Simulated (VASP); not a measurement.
Output of a VASP run:

OSZICAR:
```
       N       E                     dE             d eps       ncg     rms          rms(c)
DAV:   1     0.937202694495E+02    0.93720E+02   -0.62366E+03   480   0.110E+03
DAV:   2     0.206896305192E+01   -0.91651E+02   -0.86287E+02   708   0.163E+02
DAV:   3    -0.553822508580E+01   -0.76072E+01   -0.75898E+01   596   0.547E+01
DAV:   4    -0.565062296644E+01   -0.11240E+00   -0.11236E+00   588   0.825E+00
DAV:   5    -0.565205416797E+01   -0.14312E-02   -0.14311E-02   596   0.963E-01    0.169E+00
DAV:   6    -0.552424519683E+01    0.12781E+00   -0.17194E-01   544   0.196E+00    0.126E+00
DAV:   7    -0.549671708198E+01    0.27528E-01   -0.14621E-01   560   0.187E+00    0.581E-01
DAV:   8    -0.550031263956E+01   -0.35956E-02   -0.10448E-02   540   0.654E-01    0.884E-02
DAV:   9    -0.550080516234E+01   -0.49252E-03   -0.11200E-03   584   0.217E-01    0.858E-02
DAV:  10    -0.550090481235E+01   -0.99650E-04   -0.13727E-04   568   0.848E-02    0.129E-02
DAV:  11    -0.550090048359E+01    0.43288E-05   -0.38011E-05   588   0.292E-02    0.561E-03
DAV:  12    -0.550090139077E+01   -0.90718E-06   -0.47172E-06   564   0.148E-02    0.189E-03
DAV:  13    -0.550090151484E+01   -0.12407E-06   -0.22099E-07   568   0.299E-03    0.698E-04
DAV:  14    -0.550090153578E+01   -0.20936E-07   -0.79270E-08   400   0.162E-03
   1 F= -.55009015E+01 E0= -.55009015E+01  d E =0.000000E+00
```

### OUTCAR
```
------------------------ aborting loop because EDIFF is reached ----------------------------------------
  FORCE on cell =-STRESS in cart. coord.  units (eV):
  Direction    XX          YY          ZZ          XY          YZ          ZX
  --------------------------------------------------------------------------------------
  Total       -0.0189732     -0.0189732     -0.0189732      0.0000000      0.0000000      0.0000000
  in kB       -0.2998666     -0.2998666     -0.2998666      0.0000000      0.0000000      0.0000000
  external PRESSURE =      -0.2998666 kB  Pullay stress =       0.0000000 kB
  volume of cell :      101.37
      direct lattice vectors                 reciprocal lattice vectors
     4.662740243  0.000000000  0.000000000     0.214466161  0.000000000  0.000000000
     0.000000000  4.662740243  0.000000000     0.000000000  0.214466161  0.000000000
     0.000000000  0.000000000  4.662740243     0.000000000  0.000000000  0.214466161
 POSITION                                       TOTAL-FORCE (eV/Angst)
 -----------------------------------------------------------------------------------
      0.00000      0.00000      0.00000         0.000000      0.000000      0.000000
      2.33137      2.33137      2.33137         0.000000      0.000000      0.000000
 -----------------------------------------------------------------------------------
    total drift:                               -0.000000      0.000000      0.000000
  FREE ENERGIE OF THE ION-ELECTRON SYSTEM (eV)
  ---------------------------------------------------
  free  energy   TOTEN  =        -5.5009015358 eV

  energy  without entropy=       -5.5009015358  energy(sigma->0) =       -5.50090154

 total charge

# of ion       s       p       d       tot
------------------------------------------
    1        1.877   4.698   0.024   6.599
    2        1.500   2.830   0.002   4.331
--------------------------------------------------
tot          3.376   7.528   0.026  10.930
```
(Selected blocks of OUTCAR.)

**POSCAR**
```
CsI
1
    4.6627402431     0.0000000000     0.0000000000
    0.0000000000     4.6627402431     0.0000000000
    0.0000000000     0.0000000000     4.6627402431
Cs I
1 1
Direct
  0.0000000000   0.0000000000   0.0000000000
  0.5000000000   0.5000000000   0.5000000000
```

Write an INCAR and KPOINTS that could have produced this output.

One answer among several that fit: the input of the run itself, PW91 GGA, plane waves, VASP's PBE PAW potentials (set 64).

### INCAR
```
SYSTEM  =  CsI
PREC  =  Accurate; ENCUT  =  520; LREAL  =  .False.
LASPH  =  .True.
EDIFF  =  1E-7; NELM  =  100; ALGO  =  Normal
LMAXMIX  =  4
ISMEAR  =  -5
GGA  =  91
ISIF  =  2
LWAVE  =  .False.; LCHARG  =  .True.; LORBIT  =  11
NEDOS  =  601
```

KPOINTS:
```
Regular mesh
0
Gamma
 7 7 7
```

POTCAR, in this order: Cs_sv I (PBE.64 set). Program: vasp_std.

The compound is CsI in the CsCl type structure. It was relaxed first, which changed the volume by +6 %.
